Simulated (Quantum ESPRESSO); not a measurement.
A calculation with Quantum ESPRESSO 7.5 of Ta2C (ASE script, structure from a POSCAR):

File run.py:

```python
import numpy as np
from ase.calculators.espresso import Espresso, EspressoProfile
from ase.io import read

atoms = read('POSCAR')

input_data = {
    'control': {'calculation': 'scf', 'prefix': 'pwscf', 'outdir': './tmp', 'tprnfor': True, 'tstress': True, 'disk_io': 'nowf'},
    'system': {'ecutwfc': 56.0, 'ecutrho': 448.0, 'nbnd': 22, 'occupations': 'smearing', 'smearing': 'fd', 'degauss': 0.00367493},
    'electrons': {'conv_thr': 6e-10, 'electron_maxstep': 120, 'mixing_beta': 0.5},
}
pseudopotentials = {'Ta': 'ta_pbesol_v1.uspp.F.UPF', 'C': 'c_pbesol_v1.2.uspp.F.UPF'}
profile = EspressoProfile(command='mpirun -n 2 pw.x -nk 2', pseudo_dir='pseudo')
dft = Espresso(profile=profile, input_data=input_data, pseudopotentials=pseudopotentials, kpts=(10, 10, 6), koffset=(0, 0, 0))
atoms.calc = dft

print(f'energy {atoms.get_potential_energy():.8f} eV')
print('forces (eV/A)')
print(np.round(atoms.get_forces(), 6))
print('stress (eV/A^3, Voigt)')
print(np.round(atoms.get_stress(), 8))
print(f'Fermi level {dft.get_fermi_level():.4f} eV')
```

Contents of POSCAR:

```
Ta2C
1.0
    3.1059000000      0.0000000000      0.0000000000
   -1.5529500000      2.6897883016      0.0000000000
    0.0000000000      0.0000000000      4.9464000000
Ta C
2 1
Direct
    0.6666666667      0.3333333333      0.7479900000
    0.3333333333      0.6666666667      0.2520100000
    0.0000000000      0.0000000000      0.0000000000
```

Potentials or basis: GBRV 1.5 PBEsol.

Launch:

```console
$ OMP_NUM_THREADS=1 python run.py
```

Problem. Write the same calculation in another form: native input, structure typed inline.

Solution. As run:

File pw.in:

```
&CONTROL
  calculation = 'scf'
  prefix = 'pwscf'
  outdir = './tmp'
  pseudo_dir = './pseudo'
  tprnfor = .true.
  tstress = .true.
  disk_io = 'low'
/
&SYSTEM
  ibrav = 0
  celldm(1) = 8
  nat = 3
  ntyp = 2
  ecutwfc = 56
  ecutrho = 448
  nbnd = 22
  occupations = 'smearing'
  smearing = 'fd'
  degauss = 0.00367493
/
&ELECTRONS
  conv_thr = 6d-10
  electron_maxstep = 120
  mixing_beta = 0.5
/
ATOMIC_SPECIES
Ta   180.9479 ta_pbesol_v1.uspp.F.UPF
C     12.0110 c_pbesol_v1.2.uspp.F.UPF
CELL_PARAMETERS alat
  0.7336625463094   0.0000000000000   0.0000000000000
 -0.3668312731547   0.6353704029058   0.0000000000000
  0.0000000000000   0.0000000000000   1.1684176628561
ATOMIC_POSITIONS crystal
Ta     0.6666666667    0.3333333333    0.7479900000
Ta     0.3333333333    0.6666666667    0.2520100000
C      0.0000000000    0.0000000000    0.0000000000
K_POINTS automatic
10 10 6 0 0 0
```

The input pp_density.in:

```
&INPUTPP
  prefix = 'pwscf'
  outdir = './tmp'
  filplot = 'density.dat'
  plot_num = 0
/
&PLOT
  nfile = 1
  filepp(1) = 'density.dat'
  iflag = 3
  output_format = 6
  fileout = 'density.cube'
/
```

The input pp_potential.in:

```
&INPUTPP
  prefix = 'pwscf'
  outdir = './tmp'
  filplot = 'potential.dat'
  plot_num = 11
/
&PLOT
  nfile = 1
  filepp(1) = 'potential.dat'
  iflag = 3
  output_format = 6
  fileout = 'potential.cube'
/
```

Potentials or basis: GBRV 1.5 PBEsol.

Command:

```sh
$ OMP_NUM_THREADS=1 mpirun -n 2 pw.x -nk 2 -in pw.in > pw.out
$ OMP_NUM_THREADS=1 mpirun -n 1 pp.x -in pp_density.in > pp_density.out
$ OMP_NUM_THREADS=1 mpirun -n 1 pp.x -in pp_potential.in > pp_potential.out
```

Both were run:

|  | ASE script, structure from a POSCAR | native input, structure typed inline |
| --- | --- | --- |
| Pressure | -3.1 GPa | -3.1 GPa |
| Largest force | 0.027 eV/Å | 0.027 eV/Å |
| Band gap on the k mesh | none (metal or under the smearing width) | none (metal or under the smearing width) |

Keys that steer only the numerical path or the files written may differ.
